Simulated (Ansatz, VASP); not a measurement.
## Pt: VASP beside Ansatz

INCAR

```
SYSTEM = Pt
AGGAC = 1.0
AGGAX = 1.0
ALDAC = 0.0
ALDAX = 1.0
ALGO = Normal
EDIFF = 1E-6
ENCUT = 520
GGA = B5
ISIF = 2
ISMEAR = -1
LASPH = .TRUE.
LCHARG = .TRUE.
LELF = .TRUE.
LREAL = .FALSE.
LVHAR = .TRUE.
LWAVE = .FALSE.
NBANDS = 11
NELM = 60
PREC = Accurate
SIGMA = 0.1
```

KPOINTS

```
k-points
0
G
  13 13 13
  0 0 0
```

The input POSCAR:

```
Pt
1.0
    2.7132895927      0.0000000000      0.0000000000
    0.0000000000      2.7132895927      0.0000000000
    0.0000000000      0.0000000000      2.7132895927
Pt
1
Direct
    0.0000000000      0.0000000000      0.0000000000
```

Input for Ansatz:

```yaml
crystal:
  lattice:
    - [2.7132895927, 0.0, 0.0]
    - [0.0, 2.7132895927, 0.0]
    - [0.0, 0.0, 2.7132895927]
  atoms:
    - { symbol: Pt, position: [0.0, 0.0, 0.0] }
hamiltonian:
  xc: blyp
  pseudopotentials:
    kind: paw
    azcp:
      Pt: "pseudopotentials/Pt.paw.azcp"
basis:
  ecutwfc: 420
  fft_grid_basis: typed
kpoints:
  mp_grid: { grid: [13, 13, 13], shift: [0, 0, 0] }
magnetization:
  spin_polarized: false
scf:
  occupations: { method: fermi_dirac, width: 0.1 }
  lower_state_search: "off"
output:
  stress: true
```

Alike in both runs: task single point; functional BLYP; k mesh 13 × 13 × 13; occupations fermi-dirac, width 0.1 eV; no spin polarisation.

|  | VASP | Ansatz |
| --- | --- | --- |
| version | VASP 6.6.1 | Ansatz 0.2.0 |
| potentials or method | VASP PAW PBE potentials, release 64 (Pt) | plane waves (420 eV) with PAW, scalar-relativistic |
| plane-wave cutoff (eV) | 520 | 420 |
| valence electrons in the cell | 10 | 18 |

```csv
,VASP,Ansatz,Ansatz less VASP
pressure (GPa),-4.6,-5.3,-0.66
```

The two sets of potentials don't hold the same shells in valence.

Caveats: the PAW data sets were made with another functional, which shifts forces and pressure a little (VASP). Spin-orbit coupling is left out, which matters for the levels of Pt.
